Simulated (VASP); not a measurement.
# Al (Fm-3m) in VASP: notebook

Runs on Al. Level: PBE. Tasks: relaxation of cell and atoms.

Program: VASP 6.6.1. These are calculated values, not measurements. Logs are shortened: lines on timing, memory, paths and dates and some standing lists are left out, and cuts for length are marked.

**1. Starting point**

It takes space group Fm-3m (No. 225, cubic). The conventional cell has a = 4.050 Å, b = 4.050 Å, c = 4.050 Å, α = 90.00°, β = 90.00°, γ = 90.00°. Al (site symmetry m-3m) is surrounded by 12 Al at 2.86 Å.

**2. Relaxation of cell and atoms, PBE**

INCAR

```
PREC = Accurate
ENCUT = 520
EDIFF = 1E-7
ISMEAR = 1
SIGMA = 0.2
LREAL = False
LASPH = True
NELM = 80
ALGO = Normal
ISIF = 3
LWAVE = False
LCHARG = False
GGA = PE
IBRION = 2
NSW = 80
EDIFFG = -0.002
```

KPOINTS

```
Automatic mesh
0
Gamma
  18 18 18
```

POSCAR

```
Al
1.0
    0.0000000000      2.0248050000      2.0248050000
    2.0248050000      0.0000000000      2.0248050000
    2.0248050000      2.0248050000      0.0000000000
Al
1
Direct
    0.0000000000      0.0000000000      0.0000000000
```

Potentials or basis: VASP PAW PBE potentials, release 64 (Al).

The run is started by

```
$ cat potpaw_PBE.64/Al/POTCAR > POTCAR
$ mpirun -np 1 vasp_std > vasp.out
```

OUTCAR:

```text
PREC = Accurate
   ENCUT = 520
   EDIFF = 1E-7
   ISMEAR = 1
   LREAL = False
   LASPH = True
   NELM = 80
   ISIF = 3
   GGA = PE
   IBRION = 2
   NSW = 80
   EDIFFG = -0.002

 ion  position               nearest neighbor table
   1  0.000  0.000  0.000-

  LATTYP: Found a face centered cubic cell.
 ALAT       =     4.0496100000

  Lattice vectors:

 A1 = (   0.0000000000,   2.0248050000,   2.0248050000)
 A2 = (   2.0248050000,   0.0000000000,   2.0248050000)
 A3 = (   2.0248050000,   2.0248050000,   0.0000000000)

Analysis of symmetry for initial positions (statically):
=====================================================================
 Subroutine PRICEL returns:
 Original cell was already a primitive cell.

 Routine SETGRP: Setting up the symmetry group for a
 face centered cubic supercell.

 Subroutine GETGRP returns: Found 48 space group operations
 (whereof 48 operations were pure point group operations)
 out of a pool of 48 trial point group operations.

The static configuration has the point symmetry O_h .

Analysis of symmetry for dynamics (positions and initial velocities):
=====================================================================
 Subroutine PRICEL returns:
 Original cell was already a primitive cell.

 Routine SETGRP: Setting up the symmetry group for a
 face centered cubic supercell.

 Subroutine GETGRP returns: Found 48 space group operations
 (whereof 48 operations were pure point group operations)
 out of a pool of 48 trial point group operations.

The dynamic configuration has the point symmetry O_h .

 Subroutine INISYM returns: Found 48 space group operations
 (whereof 48 operations are pure point group operations),
 and found     1 'primitive' translations

----------------------------------------------------------------------------------------

                                     Primitive cell

  volume of cell :      16.6027

  direct lattice vectors                    reciprocal lattice vectors
     0.000000000  2.024805000  2.024805000    -0.246937359  0.246937359  0.246937359
     2.024805000  0.000000000  2.024805000     0.246937359 -0.246937359  0.246937359
     2.024805000  2.024805000  0.000000000     0.246937359  0.246937359 -0.246937359

  length of vectors
     2.863506692  2.863506692  2.863506692     0.427708053  0.427708053  0.427708053

  position of ions in fractional coordinates (direct lattice)
     0.000000000  0.000000000  0.000000000

  ion indices of the primitive-cell ions
   primitive index   ion index
                 1           1

----------------------------------------------------------------------------------------

 KPOINTS: Automatic mesh

Automatic generation of k-mesh.
 Grid dimensions read from file:
 generate k-points for:   18   18   18

 Generating k-lattice:

  Cartesian coordinates                     Fractional coordinates (reciprocal lattice)
    -0.013718742  0.013718742  0.013718742     0.055555556  0.000000000  0.000000000
     0.013718742 -0.013718742  0.013718742     0.000000000  0.055555556  0.000000000
     0.013718742  0.013718742 -0.013718742     0.000000000  0.000000000  0.055555556

  Length of vectors
     0.023761558  0.023761558  0.023761558

  Shift w.r.t. Gamma in fractional coordinates (k-lattice)
     0.000000000  0.000000000  0.000000000

 Subroutine IBZKPT returns following result:
 ===========================================

 Found    195 irreducible k-points:

 Following reciprocal coordinates:
            Coordinates               Weight
  0.000000  0.000000  0.000000      1.000000
  0.055556  0.000000  0.000000      8.000000
  0.111111  0.000000  0.000000      8.000000
  0.166667  0.000000  0.000000      8.000000
  0.222222  0.000000  0.000000      8.000000
  0.277778  0.000000  0.000000      8.000000
[... 16 lines left out ...]
 -0.277778  0.055556  0.000000     24.000000
 -0.222222  0.055556  0.000000     24.000000
 [... further k-points ...]
   k-points           NKPTS =    195   k-points in BZ     NKDIM =    195   number of bands    NBANDS=      5
   number of dos      NEDOS =    301   number of ions     NIONS =      1
   total plane-waves  NPLWV =  13824
   dimension x,y,z NGX =    24 NGY =   24 NGZ =   24
   dimension x,y,z NGXF=    48 NGYF=   48 NGZF=   48
   ions per type =               1
   NGX,Y,Z   is equivalent  to a cutoff of  13.93, 13.93, 13.93 a.u.
   NGXF,Y,Z  is equivalent  to a cutoff of  27.87, 27.87, 27.87 a.u.
 SYSTEM =  unknown system
   PREC   = accura    normal or accurate (medium, high low for compatibility)
   ISTART =      0    job   : 0-new  1-cont  2-samecut
   ICHARG =      2    charge: 1-file 2-atom 10-const
   ISPIN  =      1    spin polarized calculation?
   LNONCOLLINEAR =      F non collinear calculations
   LSORBIT =      F    spin-orbit coupling
   LASPH  =      T    aspherical Exc in radial PAW
   ENCUT  =  520.0 eV  38.22 Ry    6.18 a.u.   5.32  5.32  5.32*2*pi/ulx,y,z
   NELM   =     80;   NELMIN=  2; NELMDL= -5     # of ELM steps
   EDIFF  = 0.1E-06   stopping-criterion for ELM
   LREAL  =      F    real-space projection
   EDIFFG = -.2E-02   stopping-criterion for IOM
   NSW    =     80    number of steps for IOM
   IBRION =      2    ionic relax: 0-MD 1-quasi-New 2-CG
   NFREE  =      1    steps in history (QN), initial steepest desc. (CG)
   ISIF   =      3    stress and relaxation
   ISYM   =      2    0-nonsym 1-usesym 2-fastsym
   POTIM  = 0.5000    time-step for ionic-motion
   TEBEG  =    0.0;   TEEND  =   0.0 temperature during run
   PSTRESS=    0.0 pullay stress
   NELECT =       3.0000    total number of electrons
   NUPDOWN=      -1.0000    fix difference up-down
   EMIN   =  10.00;   EMAX   =-10.00  energy-range for DOS
   EFERMI =   0.00;   METHOD = LEGACY
   ISMEAR =     1;   SIGMA  =   0.20  broadening in eV -4-tet -1-fermi 0-gaus
   EFERMI_NEDOS =   21; number of points for ismear=-14 and -15
   IALGO  =     38    algorithm
   IMIX   =      4    mixing-type and parameters
     AMIX     =   0.40;   BMIX     =  1.00
     AMIX_MAG =   1.60;   BMIX_MAG =  1.00
  volume/ion in A,a.u.               =      16.60       112.04
  Fermi-wavevector in a.u.,A,eV,Ry     =   0.925526  1.748991 11.654733  0.856599
  Thomas-Fermi vector in A             =   2.051390
   LORBIT       =      0    0 simple, 1 ext, 2 COOP (PROOUT), +10 PAW based schemes
   GGA     = PE    functional components
   LHFCALC =     F    Hartree Fock is set to
   AEXX    =    0.0000 exact exchange contribution
   IVDW    =     0    specifies the selected vdW correction
   LEPSILON=     F    determine dielectric tensor
   LRPA    =     F    only Hartree local field effects (RPA)
 conjugate gradient relaxation of ions
 non-spin polarized calculation
 Methfessel and Paxton  Order N= 1 SIGMA  =   0.20
  energy-cutoff  :      520.00
  volume of cell :       16.60
 maximum number of plane-waves:       459
 NGX is ok and might be reduce to    24
   NGX = 11   NGY = 11   NGZ = 11

--------------------------------------- Ionic step        1  -------------------------------------------

 number of electron       3.0000000 magnetization

 Free energy of the ion-electron system (eV)
  ---------------------------------------------------
  ext. energy  EPLUGINS =         0.00000000
  ---------------------------------------------------
  free energy    TOTEN  =        -3.74348940 eV

  energy without entropy =       -3.74275105  energy(sigma->0) =       -3.74324328

------------------------ aborting loop because EDIFF is reached ----------------------------------------

  FORCE on cell =-STRESS in cart. coord.  units (eV):
  Direction    XX          YY          ZZ          XY          YZ          ZX
  --------------------------------------------------------------------------------------
  -------------------------------------------------------------------------------------
  Total       -0.0561388     -0.0561388     -0.0561388     -0.0000000     -0.0000000      0.0000000
  in kB       -5.4174385     -5.4174385     -5.4174385     -0.0000000     -0.0000000      0.0000000
  external PRESSURE =      -5.4174385 kB  Pullay stress =       0.0000000 kB

 VOLUME and BASIS-vectors are now :
 -----------------------------------------------------------------------------
  energy-cutoff  :      520.00
  volume of cell :       16.60
      direct lattice vectors                 reciprocal lattice vectors
     0.000000000  2.024805000  2.024805000    -0.246937359  0.246937359  0.246937359
     2.024805000  0.000000000  2.024805000     0.246937359 -0.246937359  0.246937359
     2.024805000  2.024805000  0.000000000     0.246937359  0.246937359 -0.246937359
[... 36 lines left out ...]
 POSITION                                       TOTAL-FORCE (eV/Angst)
 -----------------------------------------------------------------------------------
      2.01932     -0.00000      2.01932         0.000000     -0.000000     -0.000000
 -----------------------------------------------------------------------------------
    total drift:                               -0.000000      0.000000     -0.000000

  FREE ENERGIE OF THE ION-ELECTRON SYSTEM (eV)
  ---------------------------------------------------
  free  energy   TOTEN  =        -3.7436875253 eV

  energy  without entropy=       -3.7428339417  energy(sigma->0) =       -3.74340300

--------------------------------------- Ionic step        3  -------------------------------------------

 number of electron       3.0000000 magnetization

 Free energy of the ion-electron system (eV)
  ---------------------------------------------------
  ext. energy  EPLUGINS =         0.00000000
  ---------------------------------------------------
  free energy    TOTEN  =        -3.74369144 eV

  energy without entropy =       -3.74285156  energy(sigma->0) =       -3.74341148

 E-fermi :   7.9988     XC(G=0): -10.1999

 val. band max:        7.9943337153   @ k =  -0.2778   0.2778   0.0556
 cond. band min:       8.0011355608   @ k =  -0.2778   0.5000   0.2222
 fundamental gap:      0.0068018455
 Fermi energy:         7.9988324223

 k-point     1 :       0.0000    0.0000    0.0000
  band No.  band energies     occupation
      1      -3.1310      2.00000
      2      20.6342      0.00000
      3      20.6342      0.00000
      4      20.6342      0.00000
      5      22.1332      0.00000

 k-point     2 :       0.0556    0.0000    0.0000
  band No.  band energies     occupation
      1      -3.0470      2.00000
      2      19.1170      0.00000
      3      20.3231      0.00000
      4      20.3231      0.00000
      5      22.5752      0.00000

 k-point     3 :       0.1111    0.0000    0.0000
  band No.  band energies     occupation
      1      -2.7954      2.00000
      2      16.8935      0.00000
      3      19.8119      0.00000
      4      19.8119      0.00000
      5      22.7691      0.00000
[... 153 lines left out ...]
 k-point    23 :      -0.2778    0.0556    0.0000
  band No.  band energies     occupation
      1      -0.6884      2.00000
      2       9.8434     -0.00000
      3      17.1384      0.00000
      4      20.0114      0.00000
      5      20.9107      0.00000

 k-point    24 :      -0.2222    0.0556    0.0000
  band No.  band energies     occupation
      1      -1.4887      2.00000
      2      11.8528     -0.00000
      3      17.3004      0.00000
      4      20.1536      0.00000
      5      21.8999      0.00000

 [... further k-points ...]
[... 5 lines left out ...]
  --------------------------------------------------------------------------------------
  -------------------------------------------------------------------------------------
  Total        0.0001786      0.0001786      0.0001786     -0.0000000     -0.0000000      0.0000000
  in kB        0.0173619      0.0173619      0.0173619     -0.0000000     -0.0000000      0.0000000
  external PRESSURE =       0.0173619 kB  Pullay stress =       0.0000000 kB

 VOLUME and BASIS-vectors are now :
 -----------------------------------------------------------------------------
  energy-cutoff  :      520.00
  volume of cell :       16.48
      direct lattice vectors                 reciprocal lattice vectors
    -0.000000000  2.019995729  2.019995729    -0.247525276  0.247525276  0.247525276
     2.019995729 -0.000000000  2.019995729     0.247525276 -0.247525276  0.247525276
     2.019995729  2.019995729  0.000000000     0.247525276  0.247525276 -0.247525276

 POSITION                                       TOTAL-FORCE (eV/Angst)
 -----------------------------------------------------------------------------------
      0.00000      0.00000      0.00000        -0.000000      0.000000     -0.000000
 -----------------------------------------------------------------------------------
    total drift:                               -0.000000      0.000000      0.000000

  FREE ENERGIE OF THE ION-ELECTRON SYSTEM (eV)
  ---------------------------------------------------
  free  energy   TOTEN  =        -3.7436914448 eV

  energy  without entropy=       -3.7428515564  energy(sigma->0) =       -3.74341148

 reached required accuracy - stopping structural energy minimisation
```

It took 20 s on 1 thread of Intel Xeon Platinum 8488C (Sapphire Rapids), shared host; peak memory 0.14 GiB.

Results:

```yaml
Free_energy: -3.7437 eV
Relaxed_volume: 16.48 Å³/atom
Relaxed_cell: a = 2.857 Å, b = 2.857 Å, c = 2.857 Å, α = 60.00°, β = 60.00°, γ = 60.00°
Space_group_after_relaxing_to_0.05_Å: Fm-3m (No. 225)
Energy_gained_by_relaxing: 0.2 meV/atom
Ionic_steps: 3
Pressure_after_relaxing: 0.0 GPa
Band_gap_on_the_k_mesh: none (metal or under the smearing width)
```

The path:
```
step  energy change (eV)  largest force (eV/Å)  pressure (GPa)  volume (Å³)
   1              0.0000                0.0000           -0.54        16.60
   2             -0.0002                0.0000            0.08        16.47
   3             -0.0002                0.0000            0.00        16.48
```

Final structure:
```xyz
1
Lattice="0.0000 2.0200 2.0200 2.0200 0.0000 2.0200 2.0200 2.0200 0.0000" Properties=species:S:1:pos:R:3 pbc="T T T"
Al    0.0000    0.0000    0.0000
```

Levels at points of the mesh, in eV from the Fermi level:
```tsv
k point	band 1	band 2	band 3	band 4
(0.00, 0.00, 0.00)	-11.13	12.64	12.64	12.64
(0.50, 0.00, 0.00)	-4.59	-4.37	11.43	11.43
(0.50, 0.50, 0.00)	-2.91	-1.59	5.27	5.61
```

**3. Relaxation of cell and atoms, PBE**

This run uses another cell than the first one, of 16.48 Å³/atom, 0.993 times its volume.

INCAR is that of step 2.

KPOINTS is that of step 2.

POSCAR

```
Al                                      
1.0
   -0.0000000000      2.0199957294      2.0199957294
    2.0199957294     -0.0000000000      2.0199957294
    2.0199957294      2.0199957294      0.0000000000
  Al            
     1
Direct
     0.0000000000000000    0.0000000000000000    0.0000000000000000
```

Potentials or basis: VASP PAW PBE potentials, release 64 (Al).

The run is started by

```
$ cat potpaw_PBE.64/Al/POTCAR > POTCAR
$ mpirun -np 1 vasp_std > vasp.out
```

OUTCAR:

```text
PREC = Accurate
   ENCUT = 520
   EDIFF = 1E-7
   ISMEAR = 1
   LREAL = False
   LASPH = True
   NELM = 80
   ISIF = 3
   GGA = PE
   IBRION = 2
   NSW = 80
   EDIFFG = -0.002

 ion  position               nearest neighbor table
   1  0.000  0.000  0.000-

  LATTYP: Found a face centered cubic cell.
 ALAT       =     4.0399914588

  Lattice vectors:

 A1 = (   0.0000000000,   2.0199957294,   2.0199957294)
 A2 = (   2.0199957294,   0.0000000000,   2.0199957294)
 A3 = (   2.0199957294,   2.0199957294,   0.0000000000)

Analysis of symmetry for initial positions (statically):
=====================================================================
 Subroutine PRICEL returns:
 Original cell was already a primitive cell.

 Routine SETGRP: Setting up the symmetry group for a
 face centered cubic supercell.

 Subroutine GETGRP returns: Found 48 space group operations
 (whereof 48 operations were pure point group operations)
 out of a pool of 48 trial point group operations.

[... 155 lines left out ...]
  ---------------------------------------------------
  ext. energy  EPLUGINS =         0.00000000
  ---------------------------------------------------
  free energy    TOTEN  =        -3.74368545 eV

  energy without entropy =       -3.74284554  energy(sigma->0) =       -3.74340548

 E-fermi :   7.9988     XC(G=0): -10.1999

 val. band max:        7.9943354773   @ k =  -0.2778   0.2778   0.0556
 cond. band min:       8.0011366815   @ k =  -0.2778   0.5000   0.2222
 fundamental gap:      0.0068012042
 Fermi energy:         7.9988339634

 k-point     1 :       0.0000    0.0000    0.0000
  band No.  band energies     occupation
      1      -3.1310      2.00000
      2      20.6343      0.00000
      3      20.6343      0.00000
      4      20.6343      0.00000
      5      22.1332      0.00000
[... 177 lines left out ...]
 k-point    24 :      -0.2222    0.0556    0.0000
  band No.  band energies     occupation
      1      -1.4887      2.00000
      2      11.8528     -0.00000
      3      17.3004      0.00000
      4      20.1536      0.00000
      5      21.8999      0.00000

 [... further k-points ...]
[... 5 lines left out ...]
  --------------------------------------------------------------------------------------
  -------------------------------------------------------------------------------------
  Total        0.0001752      0.0001752      0.0001752     -0.0000000     -0.0000000      0.0000000
  in kB        0.0170322      0.0170322      0.0170322     -0.0000000     -0.0000000      0.0000000
  external PRESSURE =       0.0170322 kB  Pullay stress =       0.0000000 kB

 VOLUME and BASIS-vectors are now :
 -----------------------------------------------------------------------------
  energy-cutoff  :      520.00
  volume of cell :       16.48
      direct lattice vectors                 reciprocal lattice vectors
     0.000000000  2.019995729  2.019995729    -0.247525276  0.247525276  0.247525276
     2.019995729  0.000000000  2.019995729     0.247525276 -0.247525276  0.247525276
     2.019995729  2.019995729  0.000000000     0.247525276  0.247525276 -0.247525276

 POSITION                                       TOTAL-FORCE (eV/Angst)
 -----------------------------------------------------------------------------------
      0.00000      0.00000      0.00000         0.000000      0.000000      0.000000
 -----------------------------------------------------------------------------------
    total drift:                                0.000000     -0.000000     -0.000000

  FREE ENERGIE OF THE ION-ELECTRON SYSTEM (eV)
  ---------------------------------------------------
  free  energy   TOTEN  =        -3.7436854457 eV

  energy  without entropy=       -3.7428455446  energy(sigma->0) =       -3.74340548

 reached required accuracy - stopping structural energy minimisation
```

CONTCAR:

```text
Al
   1.00000000000000
     0.0000000000000000    2.0199957294000002    2.0199957294000002
     2.0199957294000002    0.0000000000000000    2.0199957294000002
     2.0199957294000002    2.0199957294000002    0.0000000000000000
  Al
     1
Direct
     0.0000000000000000    0.0000000000000000    0.0000000000000000

  0.00000000E+00  0.00000000E+00  0.00000000E+00
```

Run time: 11 s. Hardware: 1 thread of Intel Xeon Platinum 8488C (Sapphire Rapids), shared host; peak memory 0.13 GiB.

Results:

- Free energy: -3.7437 eV
- Pressure after relaxing: 0.0 GPa
- Band gap on the k mesh: none (metal or under the smearing width)

Final structure:
```
CELL_PARAMETERS angstrom
0.00000 2.02000 2.02000
2.02000 0.00000 2.02000
2.02000 2.02000 0.00000
ATOMIC_POSITIONS crystal
Al 0.00000 0.00000 0.00000
```

Levels at points of the mesh, in eV from the Fermi level:
| k point | band 1 | band 2 | band 3 | band 4 | band 5 |
| --- | --- | --- | --- | --- | --- |
| (0.00, 0.00, 0.00) | -11.13 | 12.64 | 12.64 | 12.64 | 14.13 |
| (0.50, 0.00, 0.00) | -4.59 | -4.37 | 11.43 | 11.43 | 11.48 |
| (0.50, 0.50, 0.00) | -2.91 | -1.59 | 5.27 | 5.61 | 5.61 |

Caveat: the relaxation stopped at its first step, so nothing moved.
